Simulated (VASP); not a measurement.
# Al (Im-3m) in VASP: a series of runs

Runs on Al. Level: PBE. Tasks: single point.

All numbers are computed with VASP 6.6.1; they aren't measurements. Logs are shortened: lines on timing, memory, paths and dates and some standing lists are left out, and cuts for length are marked.

## (1) The crystal as given

Symmetry: Im-3m, No. 229, cubic system. Conventional cell: a = 3.182 Å, b = 3.182 Å, c = 3.182 Å, α = 90.00°, β = 90.00°, γ = 90.00°. Al (site symmetry m-3m) has 8 Al at 2.76 Å as nearest neighbours.

This isn't the form of Al at room conditions, which is fcc.

## (2) Single point, PBE

INCAR

```
ALGO = Normal
EDIFF = 1E-6
ENCUT = 520
GGA = PE
ISIF = 2
ISMEAR = 0
LASPH = True
LCHARG = False
LREAL = False
LWAVE = False
NBANDS = 8
NELM = 100
PREC = Accurate
SIGMA = 0.15
```

KPOINTS

```
k-points
0
Gamma
  24 24 24
```

POSCAR

```
Al
1.0
   -1.5912186900      1.5912186900      1.5912186900
    1.5912186900     -1.5912186900      1.5912186900
    1.5912186900      1.5912186900     -1.5912186900
Al
1
Direct
    0.0000000000      0.0000000000      0.0000000000
```

Potentials or basis: VASP PAW PBE potentials, release 64 (Al).

Launch:

```bash
$ cat potpaw_PBE.64/Al/POTCAR > POTCAR
$ mpirun -np 1 vasp_std > vasp.out
```

OUTCAR:

```text
EDIFF = 1E-6
   ENCUT = 520
   GGA = PE
   ISIF = 2
   ISMEAR = 0
   LASPH = True
   LREAL = False
   NELM = 100
   PREC = Accurate

 ion  position               nearest neighbor table
   1  0.000  0.000  0.000-

  LATTYP: Found a body centered cubic cell.
 ALAT       =     3.1824373800

  Lattice vectors:

 A1 = (  -1.5912186900,   1.5912186900,   1.5912186900)
 A2 = (   1.5912186900,  -1.5912186900,   1.5912186900)
 A3 = (   1.5912186900,   1.5912186900,  -1.5912186900)

Analysis of symmetry for initial positions (statically):
=====================================================================
 Subroutine PRICEL returns:
 Original cell was already a primitive cell.

 Routine SETGRP: Setting up the symmetry group for a
 body centered cubic supercell.

 Subroutine GETGRP returns: Found 48 space group operations
 (whereof 48 operations were pure point group operations)
 out of a pool of 48 trial point group operations.

The static configuration has the point symmetry O_h .

Analysis of symmetry for dynamics (positions and initial velocities):
=====================================================================
 Subroutine PRICEL returns:
 Original cell was already a primitive cell.

 Routine SETGRP: Setting up the symmetry group for a
 body centered cubic supercell.

 Subroutine GETGRP returns: Found 48 space group operations
 (whereof 48 operations were pure point group operations)
 out of a pool of 48 trial point group operations.

The dynamic configuration has the point symmetry O_h .

 Subroutine INISYM returns: Found 48 space group operations
 (whereof 48 operations are pure point group operations),
 and found     1 'primitive' translations

----------------------------------------------------------------------------------------

                                     Primitive cell

  volume of cell :      16.1157

  direct lattice vectors                    reciprocal lattice vectors
    -1.591218690  1.591218690  1.591218690     0.000000000  0.314224565  0.314224565
     1.591218690 -1.591218690  1.591218690     0.314224565  0.000000000  0.314224565
     1.591218690  1.591218690 -1.591218690     0.314224565  0.314224565  0.000000000

  length of vectors
     2.756071617  2.756071617  2.756071617     0.444380641  0.444380641  0.444380641

  position of ions in fractional coordinates (direct lattice)
     0.000000000  0.000000000  0.000000000

  ion indices of the primitive-cell ions
   primitive index   ion index
                 1           1
[... 70 lines left out ...]
   ENCUT  =  520.0 eV  38.22 Ry    6.18 a.u.   5.12  5.12  5.12*2*pi/ulx,y,z
   NELM   =    100;   NELMIN=  2; NELMDL= -5     # of ELM steps
   EDIFF  = 0.1E-05   stopping-criterion for ELM
   LREAL  =      F    real-space projection
   EDIFFG = 0.1E-04   stopping-criterion for IOM
   NSW    =      0    number of steps for IOM
   IBRION =     -1    ionic relax: 0-MD 1-quasi-New 2-CG
   NFREE  =      0    steps in history (QN), initial steepest desc. (CG)
   ISIF   =      2    stress and relaxation
   ISYM   =      2    0-nonsym 1-usesym 2-fastsym
   POTIM  = 0.5000    time-step for ionic-motion
   TEBEG  =    0.0;   TEEND  =   0.0 temperature during run
   PSTRESS=    0.0 pullay stress
   NELECT =       3.0000    total number of electrons
   NUPDOWN=      -1.0000    fix difference up-down
   EMIN   =  10.00;   EMAX   =-10.00  energy-range for DOS
   EFERMI =   0.00;   METHOD = LEGACY
   ISMEAR =     0;   SIGMA  =   0.15  broadening in eV -4-tet -1-fermi 0-gaus
   EFERMI_NEDOS =   21; number of points for ismear=-14 and -15
   IALGO  =     38    algorithm
   IMIX   =      4    mixing-type and parameters
     AMIX     =   0.40;   BMIX     =  1.00
     AMIX_MAG =   1.60;   BMIX_MAG =  1.00
  volume/ion in A,a.u.               =      16.12       108.75
  Fermi-wavevector in a.u.,A,eV,Ry     =   0.934757  1.766435 11.888371  0.873771
  Thomas-Fermi vector in A             =   2.061595
   LORBIT       =      0    0 simple, 1 ext, 2 COOP (PROOUT), +10 PAW based schemes
   GGA     = PE    functional components
   LHFCALC =     F    Hartree Fock is set to
   AEXX    =    0.0000 exact exchange contribution
   IVDW    =     0    specifies the selected vdW correction
   LEPSILON=     F    determine dielectric tensor
   LRPA    =     F    only Hartree local field effects (RPA)
 non-spin polarized calculation
 Gauss-broadening in eV      SIGMA  =   0.15
  energy-cutoff  :      520.00
  volume of cell :       16.12
 maximum number of plane-waves:       466
   NGX = 11   NGY = 11   NGZ = 11

 number of electron       3.0000000 magnetization

 Free energy of the ion-electron system (eV)
  ---------------------------------------------------
  ext. energy  EPLUGINS =         0.00000000
  ---------------------------------------------------
  free energy    TOTEN  =        -3.64374623 eV

  energy without entropy =       -3.63916628  energy(sigma->0) =       -3.64145625

 E-fermi :   8.2515     XC(G=0): -10.2869

 val. band max:        8.2506183164   @ k =   0.3333   0.2500   0.0833
 cond. band min:       8.2616599077   @ k =  -0.3750   0.4167   0.1667
 fundamental gap:      0.0110415914
 Fermi energy:         8.2514645233

 k-point     1 :       0.0000    0.0000    0.0000
  band No.  band energies     occupation
      1      -3.0453      2.00000
      2      21.6646      0.00000
      3      21.6646      0.00000
      4      21.6646      0.00000
      5      23.3039      0.00000
      6      23.3039      0.00000
      7      23.3039      0.00000
      8      24.7547      0.00000
[... 243 lines left out ...]
 k-point    24 :       0.4583    0.0417    0.0000
  band No.  band energies     occupation
      1       3.5127      2.00000
      2       4.7897      2.00000
      3      15.6527      0.00000
      4      16.7476      0.00000
      5      18.7892      0.00000
      6      20.4070      0.00000
      7      28.8642      0.00000
      8      30.1988      0.00000

 [... further k-points ...]
[... 5 lines left out ...]
  --------------------------------------------------------------------------------------
  -------------------------------------------------------------------------------------
  Total        0.3789789      0.3789789      0.3789789      0.0000000     -0.0000000     -0.0000000
  in kB       37.6769735     37.6769735     37.6769735      0.0000000     -0.0000000     -0.0000000
  external PRESSURE =      37.6769735 kB  Pullay stress =       0.0000000 kB

 VOLUME and BASIS-vectors are now :
 -----------------------------------------------------------------------------
  energy-cutoff  :      520.00
  volume of cell :       16.12
      direct lattice vectors                 reciprocal lattice vectors
    -1.591218690  1.591218690  1.591218690     0.000000000  0.314224565  0.314224565
     1.591218690 -1.591218690  1.591218690     0.314224565  0.000000000  0.314224565
     1.591218690  1.591218690 -1.591218690     0.314224565  0.314224565  0.000000000

 POSITION                                       TOTAL-FORCE (eV/Angst)
 -----------------------------------------------------------------------------------
      0.00000      0.00000      0.00000        -0.000000     -0.000000      0.000000
 -----------------------------------------------------------------------------------
    total drift:                                0.000000     -0.000000      0.000000

  FREE ENERGIE OF THE ION-ELECTRON SYSTEM (eV)
  ---------------------------------------------------
  free  energy   TOTEN  =        -3.6437462306 eV

  energy  without entropy=       -3.6391662755  energy(sigma->0) =       -3.64145625
```

OSZICAR:

```text
N       E                     dE             d eps       ncg     rms          rms(c)
DAV:   1    -0.215493170491E+01   -0.21549E+01   -0.86287E+02  6640   0.205E+02
DAV:   2    -0.366107461617E+01   -0.15061E+01   -0.14529E+01  9128   0.193E+01
DAV:   3    -0.366876760797E+01   -0.76930E-02   -0.76892E-02  8304   0.155E+00
DAV:   4    -0.366878951400E+01   -0.21906E-04   -0.21906E-04  9568   0.735E-02
DAV:   5    -0.366878958729E+01   -0.73283E-07   -0.73088E-07  8344   0.290E-03    0.129E+00
DAV:   6    -0.365402557616E+01    0.14764E-01   -0.18847E-03  7384   0.196E-01    0.742E-01
DAV:   7    -0.364375399475E+01    0.10272E-01   -0.56284E-03  7288   0.318E-01    0.144E-01
DAV:   8    -0.364374787611E+01    0.61186E-05   -0.20693E-05  9008   0.313E-02    0.879E-03
DAV:   9    -0.364374665756E+01    0.12185E-05   -0.74289E-07  8064   0.384E-03    0.842E-04
DAV:  10    -0.364374623057E+01    0.42699E-06   -0.60653E-09  4648   0.497E-04
   1 F= -.36437462E+01 E0= -.36414563E+01  d E =-.457996E-02
```

stdout:

```text
POSCAR found type information on POSCAR Al
 POSCAR found :  1 types and       1 ions
 scaLAPACK will be used
 LDA part: xc-table for (Slater+PW92), standard interpolation
 POSCAR, INCAR and KPOINTS ok, starting setup
 FFT: planning ... GRIDC
 FFT: planning ... GRID_SOFT
 FFT: planning ... GRID
 WAVECAR not read
 entering main loop
```

It took 30 s on 1 thread of AMD EPYC 7R13 (Zen 3), shared host; peak memory 0.12 GiB.

What came out:

```yaml
Free_energy: -3.6437 eV
Pressure: 3.8 GPa
Band_gap_on_the_k_mesh: none (metal or under the smearing width)
```

Levels at points of the mesh, in eV from the Fermi level:
| k point | band 1 | band 2 | band 3 | band 4 | band 5 |
| --- | --- | --- | --- | --- | --- |
| (0.00, 0.00, 0.00) | -11.30 | 13.41 | 13.41 | 13.41 | 15.05 |
| (0.50, 0.00, 0.00) | -4.41 | -3.89 | 8.33 | 8.35 | 10.14 |
| (0.50, 0.50, 0.50) | 1.91 | 1.91 | 1.91 | 2.95 | 2.95 |

## (3) Single point, PBE

INCAR

```
SYSTEM = Al
PREC = Accurate
ENCUT = 520
EDIFF = 1E-7
ISMEAR = 0
SIGMA = 0.15
LREAL = .False.
LASPH = .True.
NELM = 60
ALGO = Fast
ISIF = 2
LWAVE = .False.
LCHARG = .False.
GGA = PE
NBANDS = 8
```

KPOINTS

```
regular mesh
0
Gamma
  20 20 20
  0 0 0
```

POSCAR is that of step 2.

Potentials or basis: VASP PAW PBE potentials, release 64 (Al).

Launch:

```bash
$ cat potpaw_PBE.64/Al/POTCAR > POTCAR
$ mpirun -np 1 vasp_std > vasp.out
```

Run time: 31 s. Hardware: 1 thread of AMD EPYC 7R13 (Zen 3), shared host; peak memory 0.11 GiB.

Results (log left out):

```
Free energy            : -3.6428 eV
Pressure               : 3.8 GPa
Band gap on the k mesh : none (metal or under the smearing width)
```

Levels at points of the mesh, in eV from the Fermi level:
| k point | band 1 | band 2 | band 3 | band 4 | band 5 | band 6 |
| --- | --- | --- | --- | --- | --- | --- |
| (0.00, 0.00, 0.00) | -11.31 | 13.40 | 13.40 | 13.40 | 15.04 | 15.04 |
| (0.50, 0.00, 0.00) | -4.42 | -3.90 | 8.32 | 8.34 | 10.13 | 11.62 |
| (0.50, 0.50, 0.50) | 1.90 | 1.90 | 1.90 | 2.94 | 2.94 | 5.86 |
